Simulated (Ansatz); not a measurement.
**Ga: single point with PBEsol**

The system is Ga.

```
Ga
1.0
     2.26150   -3.83050    0.00000
     2.26150    3.83050    0.00000
     0.00000    0.00000    4.52400
Ga
4
Direct
  0.35757 0.64982 0.41385
  0.14332 0.83858 0.91636
  0.65595 0.34610 0.59843
  0.85130 0.16278 0.08640
```

The cell isn't the ideal one: atoms moved at random, drawn with an rms of 0.05 Å.

```json
{
  "Program": "Ansatz 0.2.0",
  "Task": "single point",
  "Functional": "PBEsol",
  "Potentials or basis": "all-electron LAPW, scalar-relativistic",
  "Cutoff": "321 eV (chosen from the basis error)",
  "Basis error allowed": "0.001 eV/atom",
  "k mesh": "7 × 7 × 6",
  "Occupations": "fermi-dirac, width 0.05 eV",
  "Spin": "no spin polarisation"
}
```

* Pressure: -1.5 GPa
* Largest force: 0.458 eV/Å
* Band gap on the k mesh: none (metal or under the smearing width)

Forces on the atoms (eV/Å):
```
Ga   0.096  0.446 -0.038
Ga   0.166 -0.240  0.006
Ga  -0.154 -0.340 -0.146
Ga  -0.108  0.133  0.179
```

Stress tensor (GPa, compression positive):
```
-2.23 -0.10  0.22
-0.10 -0.65 -0.56
 0.22 -0.56 -1.54
```

Levels at points of the mesh, in eV from the Fermi level:
```csv
k point,band 38,band 39,band 40,band 41,band 42,band 43,band 44,band 45,band 46,band 47
"(0.00, 0.00, 0.00)",-4.31,-3.82,-1.74,-1.67,-0.88,0.77,0.82,1.03,5.16,5.59
"(0.00, 0.00, -0.50)",-9.15,-0.29,-0.20,-0.12,-0.06,0.06,0.11,1.95,2.06,3.72
```

It took 74 s on 2 threads of Intel(R) Xeon(R) 6975P-C (Granite Rapids), on a shared host, peak memory 1.1 GiB.
